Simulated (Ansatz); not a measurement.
# MgO (Fm-3m): how the settings move a single-point run

Aim: see which settings change the result for MgO (Fm-3m), by how much, and at what cost.

The COD cell was measured well above room temperature, so it is larger than a cold one.

Computed with Ansatz 0.2.0 (reference: DFT PBE, scalar-relativistic, plane waves, PAW, unless a step's input says otherwise).

### Step 1. The starting structure

The structure is cubic, space group Fm-3m (No. 225). The conventional cell has a = 4.255 Å, b = 4.255 Å, c = 4.255 Å, α = 90.00°, β = 90.00°, γ = 90.00°. Around Mg (site symmetry m-3m) lie 6 O at 2.13 Å. O (site symmetry m-3m) is surrounded by 6 Mg at 2.13 Å.

As a file:

```xyz
2
Lattice="0.0000 2.1275 2.1275 2.1275 0.0000 2.1275 2.1275 2.1275 0.0000" Properties=species:S:1:pos:R:3 pbc="T T T"
Mg    0.0000    0.0000    0.0000
O     2.1275    2.1275    2.1275
```

### Step 2. The reference run

input.yaml

```yaml
crystal:
  lattice:
    - [0.0, 2.1275072717, 2.1275072717]
    - [2.1275072717, 0.0, 2.1275072717]
    - [2.1275072717, 2.1275072717, 0.0]
  atoms:
    - { symbol: Mg, position: [0.0, 0.0, 0.0] }
    - { symbol: O, position: [0.5, 0.5, 0.5] }
basis:
  ecutwfc: 420
  ecutrho_ratio: 4
kpoints:
  mp_grid: { grid: [14, 14, 14] }
hamiltonian:
  xc: pbe
scf:
  occupations: { method: gaussian, width: 0.05 }
output:
  forces: true
  stress: true
  eigenvalues: true
```

The run is started by

```console
$ ansatz run input.yaml --threads 4 --pin off --max-ram 7168MiB --backend cpu --events-out ev --progress --plain --runs-dir out
```

### Step 3. Changed: occupations.method cold, occupations.width 0.01

Changes to input.yaml since step 2:

```diff
@@ -16,3 +16,3 @@
 scf:
-  occupations: { method: gaussian, width: 0.05 }
+  occupations: { method: cold, width: 0.01 }
 output:
@@ -20,2 +20 @@
   stress: true
-  eigenvalues: true
```

### Step 4. Changed: pseudopotentials.kind nc, preconditioner ldos, mixing.algorithm anderson, mixing.beta 0.1

Changes to input.yaml since step 2:

```diff
@@ -15,4 +15,6 @@
   xc: pbe
+  pseudopotentials: { kind: nc }
 scf:
   occupations: { method: gaussian, width: 0.05 }
+  mixing: { preconditioner: ldos, algorithm: anderson, beta: 0.1 }
 output:
@@ -20,2 +22 @@
   stress: true
-  eigenvalues: true
```

### Step 5. Changing settings: ecutwfc 300 eV

Changes to input.yaml since step 2:

```diff
@@ -9,3 +9,3 @@
 basis:
-  ecutwfc: 420
+  ecutwfc: "300 eV"
   ecutrho_ratio: 4
@@ -20,2 +20,5 @@
   stress: true
-  eigenvalues: true
+  write_density: true
+  write_potential: true
+  elf: true
+  volumetric_format: npy
```

### Step 6. Changing settings: basis.precision f64, dr2_threshold 1.0e-11, eigensolver.kind davidson

Changes to input.yaml since step 2:

```diff
@@ -11,2 +11,3 @@
   ecutrho_ratio: 4
+  precision: f64
 kpoints:
@@ -17,2 +18,4 @@
   occupations: { method: gaussian, width: 0.05 }
+  convergence: { dr2_threshold: 1.0e-11 }
+  eigensolver: { kind: davidson }
 output:
@@ -20,2 +23 @@
   stress: true
-  eigenvalues: true
```

**Question.** What will these runs give? Wanted: for each run, ending; energy change; pressure; gap; force.

**Answer**, as computed:

```tsv
run	ending	energy change	pressure (GPa)	gap (eV)	force (eV/Å)	cycles	time
reference	converged	0	-0.1	4.45	0.00	6	1 s
1: occupations.method cold, occupations.width 0.01	converged	0.0 meV/atom (σ→0)	-0.1	4.45	0.00	5	0.96 s
2: pseudopotentials.kind nc, preconditioner ldos, mixing.algorithm anderson, mixing.beta 0.1	converged	not comparable	0.6	2.06	0.00	18	2.5 s
3: ecutwfc 300 eV	converged	+234.0 meV/atom	1.2	4.45	0.00	6	0.95 s
4: basis.precision f64, dr2_threshold 1.0e-11, eigensolver.kind davidson	converged	0.0 meV/atom	-0.1	4.45	0.00	6	1.1 s
```

Times don't compare one to one where runs were asked for different outputs or read a saved state (see the inputs); cycles may leave out searches for a lower state.

Residual by cycle in the longest SCF loop of each run; runs are numbered as in the table. The quantity is the density residual dr2, in eV.

```tsv
cycle	reference	run 1	run 2	run 3	run 4
1	2.9e-5	3.8e-5	9.81	0.0159	7.0e-6
3	1.1e-6	1.8e-6	0.934	7.5e-5	1.1e-8
4	7.7e-8	1.3e-7	0.025	1.6e-6	5.7e-10
6	1.8e-9	-	2.2e-4	1.2e-10	7.7e-13
7	-	-	2.7e-4	-	-
9	-	-	1.2e-5	-	-
10	-	-	1.5e-5	-	-
12	-	-	7.9e-6	-	-
13	-	-	1.3e-6	-	-
15	-	-	8.3e-7	-	-
16	-	-	1.3e-6	-	-
18	-	-	1.5e-9	-	-
```

What this shows: Runs 2 and 3 ran under the cutoff that the potentials recommend, as the log warns, so basis error is mixed into their values, and swamps them where the cutoff is far short.

The gaps are Kohn-Sham values of a semilocal functional, not quasiparticle or optical gaps. Such gaps usually fall short of the measured ones.
